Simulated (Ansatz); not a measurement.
The system is GaN.

```
Ga N
1.0
     3.21154    0.00000    0.00000
    -1.60577    2.78127    0.00000
     0.00000    0.00000   10.35684
Ga N
4 4
Direct
  0.00000 0.00000 0.78587
  0.66667 0.33333 0.03735
  0.33333 0.66667 0.53735
  0.00000 0.00000 0.28587
  0.00000 0.00000 0.09304
  0.66667 0.33333 0.34375
  0.00000 0.00000 0.59304
  0.33333 0.66667 0.84374
```

The cell is a database's computed one.

Base run:

- Program: Ansatz 0.2.0
- Functional: LDA
- Potentials or basis: all-electron LAPW, scalar-relativistic
- Cutoff: 394 eV
- Density cutoff: 1574 eV
- Basis error allowed: 0.002 eV/atom
- k mesh: 10 × 10 × 3
- Occupations: fermi-dirac, width 0.05 eV
- Spin: no spin polarisation

Its results: band gap on the k mesh 0.83 eV, direct; pressure -10.9 GPa; largest force 0.218 eV/Å.

Q: The run is repeated on the same cell with these changes: functional from LDA to PBE. What comes out?

A: Band gap on the k mesh 0.83 eV, direct; pressure -0.2 GPa; largest force 0.321 eV/Å.

PBE binds less tightly than LDA, so the same cell stands under more pressure.

Not every run made on this cell is shown here.
